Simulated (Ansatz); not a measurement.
## SrCl2, pressure series

Take SrCl2 in the fluorite structure (space group Fm-3m, No. 225) as the base.

```
CELL_PARAMETERS angstrom
      0.00000     3.45392     3.45392
      3.45392     0.00000     3.45392
      3.45392     3.45392     0.00000
ATOMIC_POSITIONS crystal
  Sr 0.00000 0.00000 0.00000
  Cl 0.25000 0.25000 0.25000
  Cl 0.75000 0.75000 0.75000
```

Cell and atoms are relaxed at each pressure.

Computed with Ansatz (a program for electronic structure) PBEsol, no SOC.

| case | lattice parameter a | electron mass | band gap | gap character |
|---|---|---|---|---|
| base | 6.908 Å | 0.37 mₑ (at Γ) | 5.25 eV | indirect, X → Γ |
| pressure −2 GPa | 7.047 Å | 0.38 mₑ (at Γ) | 5.03 eV | indirect, X → Γ |
| pressure −1 GPa | 6.972 Å | 0.37 mₑ (at Γ) | 5.15 eV | indirect, X → Γ |
| pressure 0.3 GPa | 6.890 Å | 0.37 mₑ (at Γ) | 5.28 eV | indirect, X → Γ |
| pressure 0.7 GPa | 6.867 Å | 0.37 mₑ (at Γ) | 5.32 eV | indirect, X → Γ |
| pressure 1.5 GPa | 6.825 Å | 0.94 mₑ along k, 0.61 mₑ across (at X) | 5.31 eV | direct at X |
| pressure 3 GPa | 6.754 Å | 0.92 mₑ along k, 0.60 mₑ across (at X) | 5.28 eV | direct at X |
| pressure 5 GPa | 6.673 Å | 0.90 mₑ along k, 0.59 mₑ across (at X) | 5.23 eV | direct at X |
| pressure 7.5 GPa | 6.588 Å | 0.88 mₑ along k, 0.57 mₑ across (at X) | 5.18 eV | direct at X |
| pressure 10 GPa | 6.514 Å | 0.86 mₑ along k, 0.56 mₑ across (at X) | 5.13 eV | direct at X |

Load acts through the strain it causes; cell and atoms are relaxed under it. Masses are band curvatures over ±0.01 Å⁻¹ around the edge. Along k means along the line from Γ to the band edge. Whether these cells are dynamically stable was not tested. Competing high-pressure phases were not computed.
